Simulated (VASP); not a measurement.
Write the native input for VASP 6.6.1 that does the following.

| Quantity | Value |
| --- | --- |
| Task | relaxation of cell and atoms |
| Functional | PBE |
| Potentials or basis | VASP PAW PBE potentials, release 64 (Na_pv, Cl) |
| Cutoff | 600 eV |
| k mesh | 8 × 8 × 8 |
| Occupations | gaussian, width 0.02 eV |
| Spin | no spin polarisation |
| Further INCAR settings | ALGO = Fast; EDIFF = 1e-07; IBRION = 2; EDIFFG = -0.004; NSW = 80; ISIF = 3 |

The structure of NaCl lies in POSCAR:

```
NaCl
1.0
    0.0000000000      2.8100000000      2.8100000000
    2.8100000000      0.0000000000      2.8100000000
    2.8100000000      2.8100000000      0.0000000000
Na Cl
1 1
Direct
    0.0000000000      0.0000000000      0.0000000000
    0.5000000000      0.5000000000      0.5000000000
```

The input as run:

INCAR

```
PREC = Accurate
ENCUT = 600
EDIFF = 1E-7
ISMEAR = 0
SIGMA = 0.02
LREAL = F
LASPH = T
NELM = 100
ALGO = Fast
ISIF = 3
LWAVE = F
LCHARG = F
GGA = PE
IBRION = 2
NSW = 80
EDIFFG = -0.004
```

KPOINTS

```
Automatic mesh
0
Gamma
  8 8 8
```

Potentials or basis: VASP PAW PBE potentials, release 64 (Na_pv, Cl).

Command:

```console
$ cat potpaw_PBE.64/Na_pv/POTCAR potpaw_PBE.64/Cl/POTCAR > POTCAR
$ mpirun -np 1 vasp_std > vasp.out
```

Results of the run:

| Quantity | Value |
| --- | --- |
| Relaxed volume | 23.08 Å³/atom |
| Relaxed cell | a = 4.027 Å, b = 4.027 Å, c = 4.027 Å, α = 60.00°, β = 60.00°, γ = 60.00° |
| Space group after relaxing (to 0.05 Å) | Fm-3m (No. 225) |
| Energy gained by relaxing | 2.9 meV/atom |
| Ionic steps | 3 |
| Pressure after relaxing | 0.0 GPa |
| Band gap on the k mesh | 5.00 eV, direct |

It took 16 s on 1 thread of Intel(R) Xeon(R) 6975P-C (Granite Rapids), with other jobs on the host, peak memory 0.17 GiB.
